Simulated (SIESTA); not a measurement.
Crystal: YN.

```
CELL_PARAMETERS angstrom
0.00000 2.43850 2.43850
2.43850 0.00000 2.43850
2.43850 2.43850 0.00000
ATOMIC_POSITIONS crystal
Y 0.00000 0.00000 0.00000
N 0.50000 0.50000 0.50000
```

Base run:

| Property | Result |
| --- | --- |
| Program | SIESTA 5.4.2 |
| Functional | PBEsol |
| Potentials or basis | PseudoDojo 0.4 standard (PBEsol files) |
| Basis | DZP (energy shift 0.003 Ry; two zetas on semicore shells) |
| Grid cutoff | 800 Ry |
| Energy shift | 0.003 Ry |
| k mesh | 9 × 9 × 9 |
| Occupations | fermi-dirac, width 0.05 eV |
| Spin | no spin polarisation |

Its results: band gap on the k mesh none (metal or under the smearing width); pressure -0.4 GPa.

**Question.** The run is repeated on the same cell with these changes: functional from PBEsol to LDA; potentials or basis from PseudoDojo 0.4 standard (PBEsol files) to PseudoDojo 0.4 standard (LDA files). What comes out?

**Answer.** Band gap on the k mesh none (metal or under the smearing width); pressure -4.2 GPa.

Caveats: the basis of atomic orbitals isn't converged, which shifts pressures, moduli and gaps.
